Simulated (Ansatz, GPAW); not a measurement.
# Geometry or basis: what sets the conductance of furan-2,5-dithiol between two Pt chains, part 2 of 3

How well does furan-2,5-dithiol between two Pt chains conduct once its atoms have relaxed, and how much do cheaper levels lose?

GPAW 26.7.0 and Ansatz 0.2.0; Ansatz plane waves; relaxation of the junction with the lead ends held; PAW set soft_1 (the session's first sound run).

So far, transmission at the Fermi level (one spin): step 3 (plane-wave reference (PBE)) 0.261. Also conductance of the perfect lead (G₀): step 3 4.00.

## 4. Double-zeta polarised basis

The script solves lead and junction separately, takes H and S in the orbital basis, and joins semi-infinite leads through their self-energies; the dzp basis is the working standard.

This step: GPAW LCAO, PAW setups; Landauer transmission from Green's functions with principal layers (ASE), zero bias (GPAW 26.7.0).

Contents of run.py:

```python
import json
import numpy as np
from ase import Atoms
from ase.transport.calculators import TransportCalculator
from gpaw import GPAW, FermiDirac
from gpaw.lcao.tools import get_lcao_hamiltonian
from scipy.linalg import eigh

# The junction with lead layers at both ends, along the third cell vector
device = Atoms(
    ['Pt', 'Pt', 'Pt', 'Pt', 'Pt', 'Pt', 'Pt', 'Pt', 'S', 'C', 'O', 'H', 'C', 'C', 'C', 'S', 'H', 'Pt', 'Pt', 'Pt', 'Pt', 'Pt', 'Pt', 'Pt', 'Pt'],
    positions=[
        [7.04403, 4.50000, 1.20000],
        [7.04403, 4.50000, 3.60000],
        [7.04403, 4.50000, 6.00000],
        [7.04403, 4.50000, 8.40000],
        [7.04403, 4.50000, 10.80000],
        [7.04403, 4.50000, 13.20000],
        [5.95061, 4.50069, 15.32806],
        [6.64674, 4.48626, 17.66708],
        [5.36865, 4.49521, 19.42658],
        [5.68264, 4.49357, 21.10709],
        [6.85998, 4.47826, 21.81960],
        [3.54898, 4.52240, 21.72400],
        [4.59258, 4.50918, 22.02100],
        [6.52084, 4.48491, 23.18108],
        [5.11407, 4.50402, 23.29594],
        [7.76690, 4.47020, 24.33971],
        [4.58016, 4.51161, 24.24076],
        [7.14206, 4.49820, 26.45468],
        [8.06977, 4.40064, 28.70554],
        [7.04403, 4.50000, 30.87067],
        [7.04403, 4.50000, 33.27067],
        [7.04403, 4.50000, 35.67067],
        [7.04403, 4.50000, 38.07067],
        [7.04403, 4.50000, 40.47067],
        [7.04403, 4.50000, 42.87067]],
    cell=[[14.08806, 0.0, 0.0], [0.0, 9.0, 0.0], [0.0, 0.0, 44.07067]],
    pbc=True)

# One principal layer of the lead: the first 5 atoms of the device
lead = Atoms(
    ['Pt', 'Pt', 'Pt', 'Pt', 'Pt'],
    positions=[
        [7.04403, 4.50000, 1.20000],
        [7.04403, 4.50000, 3.60000],
        [7.04403, 4.50000, 6.00000],
        [7.04403, 4.50000, 8.40000],
        [7.04403, 4.50000, 10.80000]],
    cell=[[14.08806, 0.0, 0.0], [0.0, 9.0, 0.0], [0.0, 0.0, 12.0]],
    pbc=True)

settings = dict(mode='lcao', basis='dzp', xc='PBE', h=0.18,
                occupations=FermiDirac(0.1), maxiter=250,
                mixer=dict(beta=0.1, nmaxold=8, weight=100.0),
                convergence=dict(density=0.0001))
energies = np.arange(-2, 2 + 1e-9, 0.025)
eta = 0.0001
n1, n2 = 1, 1
# k and -k transmit alike, so half of the mesh across the current serves
mesh = [(i, j) for i in range(n1) for j in range(n2) if (i, j) <= (-i % n1, -j % n2)]
weights = np.array([1 if (i, j) == (-i % n1, -j % n2) else 2 for i, j in mesh]) / (n1 * n2)

# [... helper functions left out ...]
fermi_lead = ground_state(lead, (1, 1, 10), 'lead.txt')
fermi_device = ground_state(device, (1, 1, 2), 'device.txt')
# [... loop over the mesh left out, but for ...]
        # Shift the lead onto the potential of the device's first layer
        shift = ((H[:, 0, 0] - H0[:, 0, 0]) / S0[0, 0]).real.mean()
# [...]
kT = 8.617333e-5 * 300
bias = [0.1, 0.2, 0.5, 1.0, 1.5, 2.0]
# [... integrals and printing left out ...]
```

The run is started by

```
> OMP_NUM_THREADS=1 OPENBLAS_NUM_THREADS=1 python run.py
```

Elapsed: 6.7 min, on 1 thread of Arm Neoverse V2, shared host; peak memory 3.2 GiB.

This step gave:

| Item | Value |
| --- | --- |
| conductance | 0.2655 G₀ |
| thermopower | 69.25 μV/K |
| largest coupling past the next principal layer | 8.09e-6 eV |
| largest misfit of the first principal layer | 0.1391 eV |
| shift that aligns the lead | 0.002190 eV |
| basis functions of the junction | 533 |
| basis functions of a principal layer | 135 |
| transmission at the Fermi level (one spin) | 0.2328 |

One spin. Transmission, zone mean against energy, zero at the Fermi level:

| energy (eV) | transmission, zone mean |
| --- | --- |
| -2.000 | 0.886 |
| -1.800 | 0.903 |
| -1.600 | 0.966 |
| -1.400 | 1.03 |
| -1.375 | 1.04 |
| -1.200 | 0.558 |
| -1.000 | 0.224 |
| -0.800 | 0.603 |
| -0.600 | 0.995 |
| -0.575 | 1.01 |
| -0.400 | 0.594 |
| -0.250 | 1.02 |
| -0.200 | 1.01 |
| 0.000 | 0.233 |
| 0.200 | 0.0819 |
| 0.400 | 0.122 |
| 0.525 | 0.884 |
| 0.600 | 0.156 |
| 0.800 | 0.00113 |
| 1.000 | 4.9e-4 |
| 1.200 | 3.2e-4 |
| 1.400 | 2.4e-4 |
| 1.600 | 2.0e-4 |
| 1.800 | 1.6e-4 |
| 2.000 | 1.1e-4 |

Not self-consistent under bias; the bias window is split evenly. Table of current through one cell, from the zero-bias transmission by bias:

| bias (V) | current through one cell, from the zero-bias transmission (μA) |
| --- | --- |
| 0.100 | 2.15 |
| 0.200 | 4.80 |
| 0.500 | 16.1 |
| 1.000 | 33.8 |
| 1.500 | 55.7 |
| 2.000 | 64.6 |

The transmission of the three most open eigenchannels by energy, zero at the Fermi level:

| energy (eV) | channel 1 | channel 2 | channel 3 |
| --- | --- | --- | --- |
| -2.000 | 0.874 | 0.0119 | 1.5e-5 |
| -1.900 | 0.861 | 0.0242 | 2.8e-5 |
| -1.800 | 0.847 | 0.0560 | 5.5e-5 |
| -1.700 | 0.845 | 0.118 | 1.2e-4 |
| -1.600 | 0.867 | 0.0988 | 3.1e-4 |
| -1.500 | 0.913 | 0.0831 | 8.2e-4 |
| -1.400 | 0.972 | 0.0620 | 0.00124 |
| -1.300 | 0.931 | 0.0520 | 0.00113 |
| -1.200 | 0.495 | 0.0615 | 0.00121 |
| -1.100 | 0.205 | 0.0884 | 0.00140 |
| -1.000 | 0.168 | 0.0548 | 0.00183 |
| -0.900 | 0.311 | 0.0699 | 0.00262 |
| -0.800 | 0.556 | 0.0447 | 0.00243 |
| -0.700 | 0.834 | 0.0280 | 0.00194 |
| -0.600 | 0.970 | 0.0229 | 0.00158 |
| -0.500 | 0.843 | 0.0191 | 0.00119 |
| -0.400 | 0.576 | 0.0172 | 8.4e-4 |
| -0.300 | 0.730 | 0.0228 | 6.0e-4 |
| -0.200 | 0.989 | 0.0171 | 3.1e-4 |
| -0.100 | 0.653 | 0.00835 | 2.0e-4 |
| 0.000 | 0.226 | 0.00619 | 1.1e-4 |
| 0.100 | 0.110 | 0.00486 | 6.3e-5 |
| 0.200 | 0.0781 | 0.00380 | 3.0e-5 |
| 0.300 | 0.0776 | 0.00250 | 4.2e-6 |
| 0.400 | 0.120 | 0.00238 | 3.3e-7 |
| 0.500 | 0.503 | 0.00267 | 1.6e-7 |
| 0.600 | 0.153 | 0.00300 | 5.1e-8 |
| 0.700 | 0.00608 | 0.00314 | 5.6e-9 |
| 0.800 | 0.00113 | 8.4e-12 | 0 |
| 0.900 | 6.8e-4 | 0 | 0 |
| 1.000 | 4.9e-4 | 0 | 0 |
| 1.100 | 3.8e-4 | 0 | 0 |
| 1.200 | 3.2e-4 | 0 | 0 |
| 1.300 | 2.8e-4 | 1.1e-12 | 0 |
| 1.400 | 2.4e-4 | 1.7e-12 | 0 |
| 1.500 | 2.2e-4 | 2.5e-12 | 0 |
| 1.600 | 2.0e-4 | 3.6e-12 | 0 |
| 1.700 | 1.8e-4 | 5.3e-12 | 0 |
| 1.800 | 1.6e-4 | 7.8e-12 | 0 |
| 1.900 | 1.4e-4 | 1.2e-11 | 0 |
| 2.000 | 1.1e-4 | 2.0e-11 | 0 |

At the Fermi level T is 0.233 against 0.261 in plane waves. Couplings past the next layer reach 8.1e-6 eV, small enough to drop; the matrix elements of the cell's first layer differ from the bulk lead's by up to 0.14 eV. That layer keeps its own values in the calculation, and only beyond it is the lead taken as perfect. The Fermi levels of lead and junction count from different zeros of potential, one for each periodic cell; with both set to zero, the small remaining shift is what aligns them. Without spin-orbit coupling, which is large for these atoms, channel counts and T are those of the scalar-relativistic bands. By hand: G = 0.2655 × 77.48 μS = 20.6 μS, a resistance of 48.6 kΩ; at 0.1 V a linear junction would pass 2.06 μA, and the integral over the bias window gives 2.15 μA. Mott's formula, S = -(π²/3)(k_B²T/e) d ln T/dE, has the prefactor 7.33 μV/K·eV at 300 K; T = 0.2969 at -0.025 eV and 0.1875 at 0.025 eV give a slope of -9.19 per eV and S = 67.4 μV/K, beside 69.3 μV/K from the thermal integral, which interpolates the same grid.

## 5. Single-zeta polarised basis

One radial function a shell plus polarisation makes the matrices smaller; the question is what that costs.

Changes to run.py since step 4:

```diff
@@ -52,3 +52,3 @@
 
-settings = dict(mode='lcao', basis='dzp', xc='PBE', h=0.18,
+settings = dict(mode='lcao', basis='szp(dzp)', xc='PBE', h=0.18,
                 occupations=FermiDirac(0.1), maxiter=250,
```

It took 4.4 min on 1 thread; peak memory 3.1 GiB.

This step gave:

```
conductance                                    : 0.2279 G₀
thermopower                                    : 62.75 μV/K
largest coupling past the next principal layer : 8.13e-6 eV
largest misfit of the first principal layer    : 0.1426 eV
shift that aligns the lead                     : 0.001975 eV
basis functions of the junction                : 311
basis functions of a principal layer           : 75
transmission at the Fermi level (one spin)     : 0.2015
```

One spin. Transmission, zone mean against energy, zero at the Fermi level:

| energy (eV) | transmission, zone mean |
| --- | --- |
| -2.000 | 0.939 |
| -1.800 | 0.953 |
| -1.600 | 1.09 |
| -1.575 | 1.09 |
| -1.400 | 1.02 |
| -1.200 | 0.441 |
| -1.000 | 0.176 |
| -0.800 | 0.531 |
| -0.600 | 1.02 |
| -0.400 | 0.587 |
| -0.250 | 1.03 |
| -0.200 | 1.00 |
| 0.000 | 0.202 |
| 0.200 | 0.104 |
| 0.400 | 0.715 |
| 0.425 | 0.989 |
| 0.600 | 0.0115 |
| 0.800 | 6.0e-4 |
| 1.000 | 2.9e-4 |
| 1.200 | 2.0e-4 |
| 1.400 | 1.5e-4 |
| 1.600 | 1.3e-4 |
| 1.800 | 1.0e-4 |
| 2.000 | 7.3e-5 |

The conductance, 0.228 G₀, lies 14 % below that of the dzp run.

## 6. Minimal basis

One function for each valence shell of the setup, as for a first survey of a large system.

Changes to run.py since step 5:

```diff
@@ -52,3 +52,3 @@
 
-settings = dict(mode='lcao', basis='szp(dzp)', xc='PBE', h=0.18,
+settings = dict(mode='lcao', basis='sz(dzp)', xc='PBE', h=0.18,
                 occupations=FermiDirac(0.1), maxiter=250,
```

Run time: 3.6 min. Hardware: 1 thread; peak memory 3 GiB.

Numbers from this step:

- conductance: 0.2517 G₀
- thermopower: 56.12 μV/K
- largest coupling past the next principal layer: 8.11e-6 eV
- largest misfit of the first principal layer: 0.05600 eV
- shift that aligns the lead: 0.003710 eV
- basis functions of the junction: 222
- basis functions of a principal layer: 60
- transmission at the Fermi level (one spin): 0.2227

One spin. Transmission, zone mean against energy, zero at the Fermi level:

| energy (eV) | transmission, zone mean |
| --- | --- |
| -2.000 | 0.943 |
| -1.800 | 0.976 |
| -1.625 | 1.05 |
| -1.600 | 1.04 |
| -1.400 | 0.997 |
| -1.200 | 0.532 |
| -1.000 | 0.184 |
| -0.800 | 0.251 |
| -0.600 | 0.648 |
| -0.500 | 1.03 |
| -0.400 | 0.727 |
| -0.250 | 1.04 |
| -0.200 | 1.02 |
| 0.000 | 0.223 |
| 0.200 | 0.189 |
| 0.325 | 0.982 |
| 0.400 | 0.144 |
| 0.600 | 0.00648 |
| 0.800 | 0.00165 |
| 1.000 | 8.9e-4 |
| 1.200 | 6.4e-4 |
| 1.400 | 5.4e-4 |
| 1.600 | 5.0e-4 |
| 1.800 | 5.0e-4 |
| 2.000 | 5.2e-4 |

The conductance, 0.252 G₀, lies 5.2 % below that of the dzp run.

## 7. revPBE in the dzp basis: xc = "revPBE"

Back in the dzp basis, the functional changes from PBE to revPBE, to set the spread between functionals beside that between bases.

Changes to run.py since step 6:

```diff
@@ -52,3 +52,3 @@
 
-settings = dict(mode='lcao', basis='sz(dzp)', xc='PBE', h=0.18,
+settings = dict(mode='lcao', basis='dzp', xc='revPBE', h=0.18,
                 occupations=FermiDirac(0.1), maxiter=250,
```

Wall time 6.5 min (1 thread); peak memory 3.2 GiB.

This step gave:

* conductance: 0.2622 G₀
* thermopower: 67.71 μV/K
* largest coupling past the next principal layer: 8.03e-6 eV
* largest misfit of the first principal layer: 0.1359 eV
* shift that aligns the lead: 0.002518 eV
* basis functions of the junction: 533
* basis functions of a principal layer: 135
* transmission at the Fermi level (one spin): 0.2310

The conductance, 0.262 G₀, lies 1.3 % below that of the dzp run.

## 8. The structure as built: geometry = "as built"

The dzp basis with PBE on the structure as first built shows what the relaxation was worth.

Changes to run.py since step 7:

```diff
@@ -18,15 +18,15 @@
         [7.04403, 4.50000, 13.20000],
-        [5.95061, 4.50069, 15.32806],
-        [6.64674, 4.48626, 17.66708],
-        [5.36865, 4.49521, 19.42658],
-        [5.68264, 4.49357, 21.10709],
-        [6.85998, 4.47826, 21.81960],
-        [3.54898, 4.52240, 21.72400],
-        [4.59258, 4.50918, 22.02100],
-        [6.52084, 4.48491, 23.18108],
-        [5.11407, 4.50402, 23.29594],
-        [7.76690, 4.47020, 24.33971],
-        [4.58016, 4.51161, 24.24076],
-        [7.14206, 4.49820, 26.45468],
-        [8.06977, 4.40064, 28.70554],
+        [7.04403, 4.50000, 15.60000],
+        [7.04403, 4.50000, 18.00000],
+        [5.00476, 4.49998, 19.16786],
+        [5.26087, 4.49998, 20.88636],
+        [6.51182, 4.49999, 21.42646],
+        [3.25000, 4.49999, 21.76730],
+        [4.32340, 4.49999, 21.89670],
+        [6.38317, 4.49999, 22.78443],
+        [5.04404, 4.50000, 23.11671],
+        [7.76994, 4.49999, 23.83560],
+        [4.63219, 4.50001, 24.11600],
+        [7.04403, 4.50000, 26.07067],
+        [7.04403, 4.50000, 28.47067],
         [7.04403, 4.50000, 30.87067],
@@ -52,3 +52,3 @@
 
-settings = dict(mode='lcao', basis='dzp', xc='revPBE', h=0.18,
+settings = dict(mode='lcao', basis='dzp', xc='PBE', h=0.18,
                 occupations=FermiDirac(0.1), maxiter=250,
```

It took 7 min on 1 thread; peak memory 3.2 GiB.

This step gave:

```
conductance                                    : 0.6380 G₀
thermopower                                    : -15.24 μV/K
largest coupling past the next principal layer : 8.09e-6 eV
largest misfit of the first principal layer    : 0.09468 eV
shift that aligns the lead                     : -0.003819 eV
transmission at the Fermi level (one spin)     : 0.6505
```

The conductance, 0.638 G₀, lies 140 % above that of the dzp run.

## 9. Cost and result by level

Times are wall times on the hardware named with each run. The runs compared:

| no. | run | conductance (G₀) | time | memory (GiB) |
| --- | --- | --- | --- | --- |
| 1 | pw PBE | 0.2841 | 2.9 h | 6.6 |
| 2 | dzp | 0.2655 | 6.7 min | 3.2 |
| 3 | szp | 0.2279 | 4.4 min | 3.1 |
| 4 | sz | 0.2517 | 3.6 min | 3.0 |
| 5 | dzp revPBE | 0.2622 | 6.5 min | 3.2 |
| 6 | asbuilt | 0.6380 | 7 min | 3.2 |

## 10. Comparison

The curves are compared point by point over the common energies.

This step: comparison of transmission and cost over codes, levels and geometry; PAW set soft_1 (GPAW 26.7.0).

Ladder, by row:

| step | code | T at the Fermi level (sum over the listed spins) | conductance (G0) | r.m.s. T(E) from the first | wall time (s) | peak memory (GiB) | threads |
| --- | --- | --- | --- | --- | --- | --- | --- |
| pw-pbe | Ansatz | 0.2612 | 0.2841 | 0 | 10551 | 6.609 | 4 |
| dzp | GPAW | 0.2328 | 0.2655 | 0.1389 | 403.9 | 3.18 | 1 |
| szp | GPAW | 0.2015 | 0.228 | 0.1913 | 265.9 | 3.07 | 1 |
| sz | GPAW | 0.2227 | 0.2517 | 0.2483 | 213.9 | 2.98 | 1 |
| dzp-revPBE | GPAW | 0.231 | 0.2622 | 0.1353 | 392.3 | 3.18 | 1 |
| asbuilt | GPAW | 0.6505 | 0.638 | 0.3911 | 421.9 | 3.18 | 1 |

[end of part 2 of 3]

[Logs are printed without paths, hosts, clocks, repeated set-up lines and the standing remarks that a program may print on its own settings, such as how far it seeks lower states.]

[Hosts, paths, dates, database ids (printed as entryN), source tags and the programs' standing remarks are cut or masked in the printed files.]
